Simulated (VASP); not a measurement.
Input of a VASP 6.6.1 run:

File INCAR:

```
SYSTEM = WS2
  PREC = Accurate
  ENCUT = 600
  EDIFF = 1E-6
  ISMEAR = 0
  SIGMA = 0.03
  LREAL = .False.
  LASPH = .True.
  NELM = 80
  ALGO = Normal
  ISIF = 3
  LWAVE = .False.
  LCHARG = .False.
  METAGGA = R2SCAN
  LMIXTAU = .True.
  LUSE_VDW = .True.
  IVDW_NL = 2
  BPARAM = 11.95
  CPARAM = 0.0093
  IBRION = 2
  NSW = 90
  EDIFFG = -0.01
  KPAR = 2
```

File KPOINTS:

```
Automatic mesh
0
Gamma
  12 12 3
  0 0 0
```

The input POSCAR:

```
WS2
1.0
    3.1800000000      0.0000000000      0.0000000000
   -1.5900000000      2.7539607800      0.0000000000
    0.0000000000      0.0000000000     12.5000000000
W S
2 4
Direct
    0.3333333300      0.6666666700      0.2500000000
    0.6666666700      0.3333333300      0.7500000000
    0.3333333300      0.6666666700      0.6250000000
    0.6666666700      0.3333333300      0.1250000000
    0.3333333300      0.6666666700      0.8750000000
    0.6666666700      0.3333333300      0.3750000000
```

Potentials or basis: VASP PAW PBE potentials, release 64 (W_sv, S).

Command:

```bash
$ cat potpaw_PBE.64/W_sv/POTCAR potpaw_PBE.64/S/POTCAR > POTCAR
$ mpirun -np 2 vasp_std > vasp.out
```

Question: Estimate the relaxed cell.

Answer: a = 3.174 Å, b = 3.174 Å, c = 12.502 Å, α = 90.00°, β = 90.00°, γ = 120.00°.

Question: What does it give for the space group after relaxing (to 0.05 Å)?

Answer: P6_3/mmc (No. 194).

Question: What does it give for the band gap on the k mesh?

Answer: 1.15 eV, indirect (least direct gap 1.89 eV).

Final structure:
```cif
data_structure
_symmetry_space_group_name_H-M 'P 1'
_symmetry_Int_Tables_number 1
_cell_length_a 3.1737
_cell_length_b 3.1737
_cell_length_c 12.5016
_cell_angle_alpha 90.000
_cell_angle_beta 90.000
_cell_angle_gamma 120.000
_cell_volume 109.05
loop_
_atom_site_label
_atom_site_type_symbol
_atom_site_fract_x
_atom_site_fract_y
_atom_site_fract_z
_atom_site_occupancy
W1 W 0.33333 0.66667 0.25000 1
W2 W 0.66667 0.33333 0.75000 1
S1 S 0.33333 0.66667 0.62496 1
S2 S 0.66667 0.33333 0.12496 1
S3 S 0.33333 0.66667 0.87504 1
S4 S 0.66667 0.33333 0.37504 1
```

Caveat: spin-orbit coupling is left out, which moves the levels of the heavy elements; an odd mesh through Γ misses points on the zone boundary, where band edges often lie. r2SCAN opens gaps a little over a GGA but as a rule still falls short of measured ones.
